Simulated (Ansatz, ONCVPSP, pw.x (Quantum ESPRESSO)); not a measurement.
**What a changed setting does to a pw.x run (bcc Os)**

Potential: optimised norm-conserving Vanderbilt (ONCV), ONCVPSP 4.0.1.1 (patched build), PBE; core [Kr] 4d10 4f14, reference 5s2 5p6 5d6 6s2; waves: 5s+6s: rc 1.50 bohr, ncon 3, nbas 7, qcut 7.7 1/bohr, 2 projectors; 5p: rc 1.60 bohr, ncon 4, nbas 8, qcut 6.8 1/bohr, 2 projectors, debl 0.7 Ha; 5d: rc 2.45 bohr, ncon 4, nbas 9, qcut 5.7 1/bohr, 1 projector; local part: polynomial inside 1.40 bohr (lpopt 5, dvloc0 8 Ha); core correction: Teter function, fcfact 1.75, rcfact 1.35. In the p channel the program set the typed energies aside and used -1.868, 0.250 Ha.

The reference run (k-mesh 15³, cutoffs 65/260 Ry, Fermi–Dirac 0.01 Ry, mixing_beta 0.4, conv_thr 1e-9, no spin) gives -0.62 GPa at 14.794 Å³/atom, where all-electron LAPW gives -0.02 GPa. This run, with its own iteration cap, changes diagonalization to rmm-davidson.

```
&control
  calculation='scf', prefix='x', pseudo_dir='./', outdir='./tmp', tstress=.true., disk_io='none'
/
&system
  ibrav=0, nat=1, ntyp=1, ecutwfc=65, ecutrho=260, nbnd=16,
  occupations='smearing', smearing='fd', degauss=0.01
/
&electrons
  conv_thr=1e-09, mixing_beta=0.4, electron_maxstep=60, diagonalization='rmm-davidson'
/
ATOMIC_SPECIES
Os 1.0 Os.UPF
CELL_PARAMETERS angstrom
  -1.54647133 1.54647133 1.54647133
  1.54647133 -1.54647133 1.54647133
  1.54647133 1.54647133 -1.54647133
ATOMIC_POSITIONS crystal
Os 0.0000 0.0000 0.0000
K_POINTS automatic
15 15 15 0 0 0
```

```bash
pw.x < Os.scf.in > Os.scf.out
```

Task: How does the run end?

Result: It converges in 9 iterations; the free energy moves by +0.0 meV/atom and the pressure by +0.00 GPa. The result is that of the reference run.

```
Message from routine setup:
     using ibrav=0 with symmetry is DISCOURAGED, use correct ibrav instead
     lattice parameter (alat)  =       5.0618  a.u.
     unit-cell volume          =      99.8349 (a.u.)^3
     number of electrons       =        16.00
     number of Kohn-Sham states=           16
     kinetic-energy cutoff     =      65.0000  Ry
     charge density cutoff     =     260.0000  Ry
     scf convergence threshold =      1.0E-09
     Exchange-correlation= PBE
     number of k points=   120  Fermi-Dirac smearing, width (Ry)=  0.0100
     iteration #  1     ecut=    65.00 Ry     beta= 0.40
     total energy              =    -187.65361098 Ry
     estimated scf accuracy    <       0.02290248 Ry
     iteration #  2     ecut=    65.00 Ry     beta= 0.40
     total energy              =    -187.65494517 Ry
     estimated scf accuracy    <       0.00255468 Ry
     iteration #  3     ecut=    65.00 Ry     beta= 0.40
     total energy              =    -187.65524677 Ry
     estimated scf accuracy    <       0.00021194 Ry
     iteration #  4     ecut=    65.00 Ry     beta= 0.40
     total energy              =    -187.65525236 Ry
     estimated scf accuracy    <       0.00000517 Ry
     iteration #  5     ecut=    65.00 Ry     beta= 0.40
     total energy              =    -187.65525323 Ry
     estimated scf accuracy    <       0.00000028 Ry
     iteration #  6     ecut=    65.00 Ry     beta= 0.40
     total energy              =    -187.65525321 Ry
     estimated scf accuracy    <       0.00000032 Ry
     iteration #  7     ecut=    65.00 Ry     beta= 0.40
     total energy              =    -187.65525326 Ry
     estimated scf accuracy    <          3.0E-09 Ry
     iteration #  8     ecut=    65.00 Ry     beta= 0.40
     total energy              =    -187.65525326 Ry
     estimated scf accuracy    <          4.8E-09 Ry
     iteration #  9     ecut=    65.00 Ry     beta= 0.40
     the Fermi energy is    24.9321 ev
!    total energy              =    -187.65525326 Ry
     estimated scf accuracy    <          4.9E-11 Ry
     smearing contrib. (-TS)   =      -0.00628818 Ry
     The total energy is F=E-TS. E is the sum of the following terms:
     one-electron contribution =     -26.92161420 Ry
     hartree contribution      =      23.45613313 Ry
     xc contribution           =     -24.78685034 Ry
     ewald contribution        =    -159.39663366 Ry
     convergence has been achieved in   9 iterations
          total   stress  (Ry/bohr**3)                   (kbar)     P=       -6.26
     Message from routine punch:
     Nothing written, as per user request (disk_io='none')
```

The run took about 13 s on one core of a shared host (Neoverse-V2, 96 threads, 742 GiB, load 61).
